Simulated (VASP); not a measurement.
# CdF2: band structure with HSE06

Crystal: CdF2.

```
Cd F
1.0
     0.00000    2.69697    2.69697
     2.69697    0.00000    2.69697
     2.69697    2.69697    0.00000
Cd F
1 2
Direct
  0.00000 0.00000 0.00000
  0.25000 0.25000 0.25000
  0.75000 0.75000 0.75000
```

```yaml
Program: VASP 6.6.1
Task: band structure
Functional: HSE06
Potentials_or_basis: VASP PAW PBE potentials, release 64 (Cd, F)
Cutoff: 520 eV
k_mesh: 6 × 6 × 6
Occupations: gaussian, width 0.03 eV
Spin: no spin polarisation
Grid_for_exact_exchange_PRECFOCK: Fast
Screening_parameter: 0.2 1/A
Further_INCAR_settings: ALGO = Normal; EDIFF = 1e-06; NBANDS = 20
```

```json
{
 "Pressure": "2.3 GPa",
 "Band gap on the k mesh": "5.19 eV, indirect (least direct gap 5.76 eV)",
 "Band gap along the path": "5.17 eV, indirect (least direct gap 5.76 eV)"
}
```

Levels at points of the mesh, in eV from the valence-band top:
```csv
k point,band 10,band 11,band 12,band 13,band 14,band 15,band 16,band 17
"(0.00, 0.00, 0.00)",-0.98,-0.57,-0.57,-0.57,5.19,15.01,15.01,15.01
"(0.50, 0.00, 0.00)",-1.90,-1.90,-0.43,-0.43,9.52,11.28,17.02,17.02
"(0.50, 0.50, 0.00)",-3.07,-0.50,-0.07,-0.07,10.45,11.91,13.92,16.83
```

Run time: 8 min on 4 MPI ranks on Intel(R) Xeon(R) 6975P-C (Granite Rapids) (shared host), peak memory 0.29 GiB a rank.

Caveat: the PAW data sets were made with another functional, which shifts forces and pressure a little.
